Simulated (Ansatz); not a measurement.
# CdTe (zincblende): response to moved atoms and strain

Aim: move atoms of CdTe (zincblende) or strain its cell, and read the forces, the stress and the rise in energy.

Method: DFT PBE with spin–orbit coupling, plane waves, PAW, in Ansatz 0.2.0.

3 further runs of the same task are left out: 1 that didn't finish, 2 set aside as unsound or not needed. Runs told in other sessions of the task aren't counted.

### 1 The system as given

It takes space group F-43m (No. 216, cubic). Conventional cell: a = 6.619 Å, b = 6.619 Å, c = 6.619 Å, α = 90.00°, β = 90.00°, γ = 90.00°. Cd (site symmetry -43m) is surrounded by 4 Te at 2.87 Å. Te (site symmetry -43m) is surrounded by 4 Cd at 2.87 Å.

Structure file:

```cif
data_structure
_symmetry_space_group_name_H-M 'F-43m'
_symmetry_Int_Tables_number 216
_cell_length_a 6.6189
_cell_length_b 6.6189
_cell_length_c 6.6189
_cell_angle_alpha 90.000
_cell_angle_beta 90.000
_cell_angle_gamma 90.000
_cell_volume 289.98
loop_
_atom_site_label
_atom_site_type_symbol
_atom_site_symmetry_multiplicity
_atom_site_Wyckoff_symbol
_atom_site_fract_x
_atom_site_fract_y
_atom_site_fract_z
_atom_site_occupancy
Cd1 Cd 4 a 0.00000 0.00000 0.00000 1
Te1 Te 4 d 0.25000 0.25000 0.75000 1
```

This cell comes from an earlier session at PBE with spin–orbit coupling: 36.247 Å³/atom at 0.02 GPa, on a 10×10×10 mesh.

The changes: atom 2 (Te) moved 0.12 Å along y; strain e5 = +0.01, atoms carried along.

### 2 Atom 2 (Te) moved 0.12 Å along y

File input.yaml:

```yaml
crystal:
  lattice:
    - [0.0, 3.3094743502, 3.3094743502]
    - [3.3094743502, 0.0, 3.3094743502]
    - [3.3094743502, 3.3094743502, 0.0]
  atoms:
    - { symbol: Cd, position: [0.0, 0.0, 0.0] }
    - { symbol: Te, position: [0.2681297673, 0.2318702327, 0.2681297673] }
basis:
  ecutwfc: 420
  ecutrho_ratio: 4
kpoints:
  mp_grid: { grid: [10, 10, 10] }
hamiltonian:
  xc: pbe
scf:
  occupations: { method: gaussian, width: 0.05 }
output:
  forces: true
  stress: true
  eigenvalues: true
  populations: true
  write_density: true
  write_potential: true
  elf: true
  volumetric_format: npy
magnetization:
  noncollinear: true
  spin_orbit: true
```

On the command line:

```bash
$ ansatz run input.yaml --threads 4 --pin off --max-ram 7168MiB --backend cpu --events-out ev --progress --plain --runs-dir out
```

Output:

```text
Warning: RAYON_NUM_THREADS=4 ignored (pool sized by the plan → 4); use --threads N
Engine: ansatz 0.2.0, aarch64-unknown-linux-gnu
Pseudopotentials: kind: paw_fr
Pseudopotential: Cd, paw_fr, valence charge 20, recommended cutoff 420 eV (normal), Cd.paw.azcp#standard-fr
Pseudopotential: Te, paw_fr, valence charge 16, recommended cutoff 420 eV (normal), Te.paw.azcp#standard-fr
Functional definition: PBE
  parameter kappa = 0.804
  parameter beta = 0.06672455060314922
  exchange = pbe_x(kappa = kappa, mu = beta*pi^2/3)
  correlation = pbe_c(beta = beta)
non-collinear run that drives no moment, with spin-orbit: no starting moment large enough to seed its density (crystal.atoms[].spin), no starting occupations that ask for one, no magnetisation constraint and no magnetic field, so the semilocal B_xc is pinned to zero
Crystal: 2 atoms, lattice volume = 72.495 Å³
Basis set: ecut = 420 eV, 1411 PW (Γ), exchange–correlation on 64×64×64 points (8 copies of the dense FFT grid, shifted against one another)
Bands: 44, of which v1, the nominal top of the filled ones, is band 36 counted from 1 (35 counted from 0)
Symmetry: 4 space group operations + 4 with time reversal
Magnetic group: BNS 44.230 (UNI 328), of the structure as read, at distance tolerance 4.2e-5 Å
k-points: 171 of 1000 (time reversal used)
Projection manifold: j_resolved (fully-relativistic pseudo-atomic orbitals)
Non-local potential: Cd, projectors of the file, l = 0: 3, l = 1: 4, l = 2: 4, l = 3: 2
Non-local potential: Te, projectors of the file, l = 0: 2, l = 1: 4, l = 2: 4, l = 3: 4
PAW form: soft (Blöchl's): semilocal exchange-correlation on the pseudo side does not see the compensation charge
PAW one-centre angular grid: Cd, 590 points (default); XC on 64 Gauss nodes
PAW one-centre angular grid: Te, 590 points (default); XC on 64 Gauss nodes
Initial density: superposition of atomic densities (chi_scale 0.1, normalization cell, long waves kept (reshape's long-wave potential 0.00 eV rms))
Initial wavefunctions: pseudopotential atomic-orbital guess
Functional: x = pbe(κ = 0.804, μ = 0.2195149727645171), c = pbe(β = 0.06672455060314922)
SCF iter   1: F=—  HF=-15240.767572 eV  |F-HF|=—  |Δ(HF+E_count)|=         —  Δρ=2.24e-2  dr2=2.52e-1  dr2_m=0.00e0 (ungated)  ethr=3.10e-3  |M|=0.00e0 ∫|m|=0.00e0 μB  |m|>n=0.0e0 m-floor=0.0e0 τ_xc=0.0e0  β_m=0.30  ⟨swp⟩=9.9  Hψ=40977  notcnv=0  defer=22
preconditioner: auto → none  [insulator: Δε(μ)=0.235 eV  Ē_g=11.349 eV  σ=0.050 eV  W_gap=1.00  n_scr=14 (ndim 8)  ℏωp=18.5 eV  f_vac=0.178  D(μ)=0.00/eV (n_scr^D=0)  ε∞_Penn≈3.7]
SCF iter   2: F=—  HF=-15240.720479 eV  |F-HF|=—  |Δ(HF+E_count)|=   4.71e-2  Δρ=1.23e-2  dr2=7.79e-2  dr2_m=0.00e0 (ungated)  ethr=7.00e-4  |M|=0.00e0 ∫|m|=0.00e0 μB  |m|>n=0.0e0 m-floor=0.0e0 τ_xc=0.0e0  β_m=0.45  ⟨swp⟩=2.9  Hψ=12111  notcnv=0  defer=576
SCF iter   3: F=—  HF=-15240.713948 eV  |F-HF|=—  |Δ(HF+E_count)|=   6.53e-3  Δρ=3.90e-3  dr2=7.13e-3  dr2_m=0.00e0 (ungated)  ethr=2.16e-4  |M|=0.00e0 ∫|m|=0.00e0 μB  |m|>n=0.0e0 m-floor=0.0e0 τ_xc=0.0e0  β_m=0.52  ⟨swp⟩=2.8  Hψ=12263  notcnv=0  defer=576
SCF iter   4: F=—  HF=-15240.714435 eV  |F-HF|=—  |Δ(HF+E_count)|=   4.87e-4  Δρ=6.33e-4  dr2=1.33e-4  dr2_m=0.00e0 (ungated)  ethr=1.98e-5  |M|=0.00e0 ∫|m|=0.00e0 μB  |m|>n=0.0e0 m-floor=0.0e0 τ_xc=0.0e0  β_m=0.56  ⟨swp⟩=2.9  Hψ=13360  notcnv=0  defer=576
SCF iter   5: F=—  HF=-15240.714496 eV  |F-HF|=—  |Δ(HF+E_count)|=   6.12e-5  Δρ=1.83e-4  dr2=9.34e-6  dr2_m=0.00e0 (ungated)  ethr=3.71e-7  |M|=0.00e0 ∫|m|=0.00e0 μB  |m|>n=0.0e0 m-floor=0.0e0 τ_xc=0.0e0  β_m=0.60  ⟨swp⟩=2.0  Hψ=8237  notcnv=0  defer=576
SCF iter   6: F=—  HF=-15240.714543 eV  |F-HF|=—  |Δ(HF+E_count)|=   4.71e-5  Δρ=3.92e-5  dr2=5.32e-7  dr2_m=0.00e0 (ungated)  ethr=2.59e-8  |M|=0.00e0 ∫|m|=0.00e0 μB  |m|>n=0.0e0 m-floor=0.0e0 τ_xc=0.0e0  β_m=0.71  ⟨swp⟩=2.0  Hψ=11742  notcnv=0  defer=576
SCF iter   7: F=-15240.714544 eV  HF=-15240.714544 eV  |F-HF|=3.71e-9  |Δ(HF+E_count)|=   7.47e-7  Δρ=4.53e-6  dr2=1.87e-8  dr2_m=0.00e0 (ungated)  ethr=2.78e-10  |M|=0.00e0 ∫|m|=0.00e0 μB  |m|>n=0.0e0 m-floor=0.0e0 τ_xc=0.0e0  ⟨swp⟩=15.4  Hψ=53354  notcnv=0
SCF 1 converged in 7 iterations: F = -15240.714544 eV  dr2 = 1.87e-8
SCF converged after 7 iterations
Magnetization: |M| = 0.0000 μB,  M = (+0.0000, +0.0000, +0.0000) μB
Absolute magnetization: 0.0000 μB (∫|m|)
  site 0: m = (+0.0000, +0.0000, +0.0000) μB, |m| = 0.0000 μB  (R = 1.15 Å)
  site 1: m = (+0.0000, +0.0000, +0.0000) μB, |m| = 0.0000 μB  (R = 1.15 Å)
Free energy (F): -15240.714544 eV
Harris-Foulkes:  -15240.714544 eV  (|F-HF|=3.71e-9)
Internal energy: -15240.714544 eV  (E = F + TS)
E sigma→0 (E₀):  -15240.714544 eV
Entropy (-TS):   -0.000000 eV (-0.000 meV/atom)
Fermi energy:    7.060261 eV
--- Per-component energies (eV) ---
  E_band       = -815.903334
  E_kinetic    = 685.016577
  E_local      = -5559.220615  (includes V_loc(G=0)·N_el)
  E_nonlocal   = -278.143797
  E_hartree    = 2790.906985
  E_xc         = -300.720240
  E_vxc        = -325.255484  (∫ρ·V_xc dr)
  E_paw        = -8750.561912  (= ΣΔE_a)
  E_vpaw       = -920.109515  (= ΣTr[D̂ρ^β])
  E_aug_tail   = -0.000174  (compensation charges beyond the density's cutoff)
  E_ewald      = -3827.991368
  E_smearing   = -0.000000  (= −TS)
  E_closure    = -0.000000  (closes the sum)
  Σ components = -15240.714544   (vs F -15240.714544, Δ=0.00e0)
--- Forces (eV/Å), atoms counted from 1 ---
  atom   1  Cd     0.00000000     0.44274481    -0.00000000
  atom   2  Te    -0.00000000    -0.44278371    -0.00000000
  max |Σ_I F_I| component: 3.89e-5 eV/Å
--- Stress (GPa, compression-positive) ---
        0.252435      -0.000000      -1.221768
       -0.000000       0.080772       0.000000
       -1.221768       0.000000       0.252435
  P = ⅓ Tr σ = 0.1952 GPa (1.952 kbar)
--- Band table (eV; the first three rows and the last of 171) ---
  k-point 0: bands = ["-95.3660", "-95.3660", "-60.4775", "-60.4775", "-54.6573", "-54.6573", "-54.6564", "-54.6564", "-30.1312", "-30.1312", "-30.1108", "-30.1108", "-28.6710", "-28.6710", "-28.6555", "-28.6555", "-28.6432", "-28.6432", "-4.2354", "-4.2354", "-1.8464", "-1.8464", "-1.7918", "-1.7918", "-1.2570", "-1.2570", "-1.0792", "-1.0792", "-1.0662", "-1.0662", "6.0072", "6.0072", "6.8030", "6.8030", "6.9176", "6.9176", "7.2029", "7.2029", "11.0214", "11.0214", "11.3306", "11.3306", "11.4242", "11.4242"]
  k-point 1: bands = ["-95.3660", "-95.3660", "-60.4775", "-60.4775", "-54.6573", "-54.6573", "-54.6564", "-54.6564", "-30.1312", "-30.1312", "-30.1108", "-30.1108", "-28.6710", "-28.6709", "-28.6555", "-28.6555", "-28.6431", "-28.6431", "-4.2026", "-4.2005", "-1.8432", "-1.8224", "-1.7936", "-1.7784", "-1.2537", "-1.2295", "-1.0843", "-1.0708", "-1.0681", "-1.0582", "5.4948", "5.5001", "6.3217", "6.3432", "6.8078", "6.8222", "7.9367", "7.9641", "11.0737", "11.1553", "11.3231", "11.3625", "11.5165", "11.5295"]
  k-point 2: bands = ["-95.3660", "-95.3660", "-60.4775", "-60.4775", "-54.6573", "-54.6573", "-54.6564", "-54.6564", "-30.1312", "-30.1312", "-30.1108", "-30.1107", "-28.6709", "-28.6709", "-28.6555", "-28.6555", "-28.6431", "-28.6431", "-4.1146", "-4.1109", "-1.8152", "-1.8088", "-1.7538", "-1.7474", "-1.2207", "-1.1776", "-1.0782", "-1.0615", "-1.0600", "-1.0386", "4.4332", "4.4347", "6.0582", "6.0627", "6.6018", "6.6195", "8.4785", "8.4951", "11.4044", "11.4859", "11.5093", "11.5615", "11.8497", "11.8511"]
  k-point 170: bands = ["-95.3660", "-95.3660", "-60.4776", "-60.4776", "-54.6573", "-54.6573", "-54.6564", "-54.6564", "-30.1312", "-30.1312", "-30.1107", "-30.1107", "-28.6708", "-28.6708", "-28.6553", "-28.6553", "-28.6430", "-28.6430", "-3.8030", "-3.8030", "-1.7655", "-1.7655", "-1.5679", "-1.5679", "-1.1018", "-1.1018", "-1.0376", "-1.0376", "-0.7035", "-0.7035", "2.5874", "2.5874", "4.7451", "4.7451", "5.1108", "5.1108", "9.1069", "9.1069", "9.5121", "9.5121", "14.8903", "14.8903", "15.3641", "15.3641"]
--- Löwdin populations: 2 sites ---
  site symbol       q [e]
     0     Cd     18.8797
     1     Te     16.9104
  spilling = 0.005830 (of n_electrons = 36.000000)
```

Run time: 44 s. Hardware: 4 threads of Arm Neoverse V1, shared host; peak memory 1.2 GiB.

In short: volume 36.247 Å³/atom, pressure 0.20 GPa, mesh gap 0.29 eV.

Forces on the atoms, as numbers:

```
atom  x (eV/Å)  y (eV/Å)  z (eV/Å)
 Cd1     0.000     0.443     0.000
 Te2     0.000    -0.443     0.000
```

The maps below are laid out on this run's own conventional cell (a, b, c = 4.680, 4.680, 6.619 Å).

Density in a lattice plane of the grid's cell (edges 4.68 and 6.62 Å, at 0.000 of the third edge), which holds Cd and Te.

Ten even steps from '0' (0.01 e/Å³) to '9' (26.56 e/Å³):
```
6410000000000014
1100000000000001
0000000121000000
0000001353100000
0000001464100000
0000000222000000
0000000000000000
0000000000000000
0000000000000000
0000000000000000
0000000000000000
0000000000000000
0000000000000000
0000000000000000
0000000000000000
0000000000000000
0000000000000000
1100000000000001
6410000000000014
9620000000000026
```
Columns run along the first of these edges and rows up along the second, over one cell in 16 and 20 even steps from the bottom left corner. Atoms in the plane (fractional): Cd at (0.00, 0.00), Te at (0.50, 0.77).

ELF in the same plane.

Values, 12 rows by 8 columns:
```
0.55 0.35 0.32 0.63 0.52 0.63 0.32 0.35
0.21 0.19 0.65 0.38 0.07 0.38 0.65 0.19
0.13 0.32 0.61 0.23 0.01 0.23 0.61 0.32
0.04 0.23 0.62 0.49 0.31 0.49 0.62 0.23
0.01 0.07 0.43 0.65 0.64 0.65 0.43 0.07
0.01 0.01 0.08 0.30 0.42 0.30 0.08 0.01
0.01 0.01 0.01 0.04 0.06 0.04 0.01 0.01
0.05 0.04 0.02 0.01 0.01 0.01 0.02 0.04
0.12 0.10 0.05 0.01 0.00 0.01 0.05 0.10
0.20 0.17 0.13 0.04 0.02 0.04 0.13 0.17
0.55 0.38 0.18 0.15 0.15 0.15 0.18 0.38
0.92 0.52 0.17 0.48 0.59 0.48 0.17 0.52
```
Columns run along the first of these edges and rows up along the second, over one cell in 8 and 12 even steps from the bottom left corner. Atoms in the plane (fractional): Cd at (0.00, 0.00), Te at (0.50, 0.77).

Both are smooth fields of the valence electrons: close to the nuclei they are not physical.

Outside the cores ELF peaks at 0.70 beside Te, off the lines to its neighbours, 1.3 Å from Te.

### 3 Strain e5 = +0.01, atoms carried along

File input.yaml:

```yaml
crystal:
  lattice:
    - [0.0165473718, 3.3094743502, 3.3094743502]
    - [3.326021722, 0.0, 3.326021722]
    - [3.3094743502, 3.3094743502, 0.0165473718]
  atoms:
    - { symbol: Cd, position: [0.0, 0.0, 0.0] }
    - { symbol: Te, position: [0.25, 0.25, 0.25] }
basis:
  ecutwfc: 420
  ecutrho_ratio: 4
kpoints:
  mp_grid: { grid: [10, 10, 10] }
hamiltonian:
  xc: pbe
scf:
  occupations: { method: gaussian, width: 0.05 }
output:
  forces: true
  stress: true
  eigenvalues: true
  populations: true
magnetization:
  noncollinear: true
  spin_orbit: true
```

On the command line:

```bash
$ ansatz run input.yaml --threads 4 --pin off --max-ram 7168MiB --backend cpu --events-out ev --progress --plain --runs-dir out
```

Output, shortened:

```text
Warning: RAYON_NUM_THREADS=4 ignored (pool sized by the plan → 4); use --threads N
[...]
Pseudopotentials: kind: paw_fr
Pseudopotential: Cd, paw_fr, valence charge 20, recommended cutoff 420 eV (normal), Cd.paw.azcp#standard-fr
Pseudopotential: Te, paw_fr, valence charge 16, recommended cutoff 420 eV (normal), Te.paw.azcp#standard-fr
Functional definition: PBE
[...]
non-collinear run that drives no moment, with spin-orbit: no starting moment large enough to seed its density (crystal.atoms[].spin), no starting occupations that ask for one, no magnetisation constraint and no magnetic field, so the semilocal B_xc is pinned to zero
Crystal: 2 atoms, lattice volume = 72.493 Å³
Basis set: ecut = 420 eV, 1423 PW (Γ), exchange–correlation on 64×64×64 points (8 copies of the dense FFT grid, shifted against one another)
Bands: 44, of which v1, the nominal top of the filled ones, is band 36 counted from 1 (35 counted from 0)
[...]
SCF converged after 7 iterations
Magnetization: |M| = 0.0000 μB,  M = (+0.0000, +0.0000, +0.0000) μB
Absolute magnetization: 0.0000 μB (∫|m|)
  site 0: m = (+0.0000, +0.0000, +0.0000) μB, |m| = 0.0000 μB  (R = 1.18 Å)
  site 1: m = (+0.0000, +0.0000, +0.0000) μB, |m| = 0.0000 μB  (R = 1.18 Å)
Free energy (F): -15240.740494 eV
[...]
E sigma→0 (E₀):  -15240.740494 eV
Fermi energy:    7.033388 eV
[...]
--- Forces (eV/Å), atoms counted from 1 ---
  atom   1  Cd    -0.00000000     0.04575815     0.00000000
  atom   2  Te     0.00000000    -0.04575936    -0.00000000
[...]
--- Stress (GPa, compression-positive) ---
        0.023549       0.000000      -0.308047
        0.000000       0.022102      -0.000000
       -0.308047      -0.000000       0.023549
  P = ⅓ Tr σ = 0.0231 GPa (0.231 kbar)
--- Band table (eV; the first three rows and the last of 171) ---
[...]
--- Löwdin populations: 2 sites ---
  site symbol       q [e]
     0     Cd     18.8803
     1     Te     16.9094
  spilling = 0.005839 (of n_electrons = 36.000000)
```

Wall time 38 s (4 threads of Arm Neoverse V1, shared host); peak memory 1.2 GiB.

Result: volume 36.247 Å³/atom, pressure 0.02 GPa, mesh gap 0.31 eV.

Forces on the atoms, as numbers:

```
atom  x (eV/Å)  y (eV/Å)  z (eV/Å)
 Cd1     0.000     0.046     0.000
 Te2     0.000    -0.046     0.000
```

### 4 The distortions side by side

| change | change of free energy (meV/atom) | largest force (eV/Å) | largest change of stress (GPa) |
| --- | --- | --- | --- |
| atom 2 (Te) moved 0.12 Å along y | 13.32 | 0.443 | 1.22 |
| strain e5 = +0.01, atoms carried along | 0.35 | 0.046 | 0.31 |

Moving atom 2 by 0.12 Å meets a restoring force of 0.443 eV/Å along the move, a force constant of about 3.7 eV/Å². The strain e5 = +0.01 changes that stress component by -0.31 GPa (compression positive), a ratio of 31 GPa; that is a secant over a finite strain with the atoms carried along, not the elastic constant. No change lowers the energy by more than 0.5 meV/atom; other distortions weren't tried.
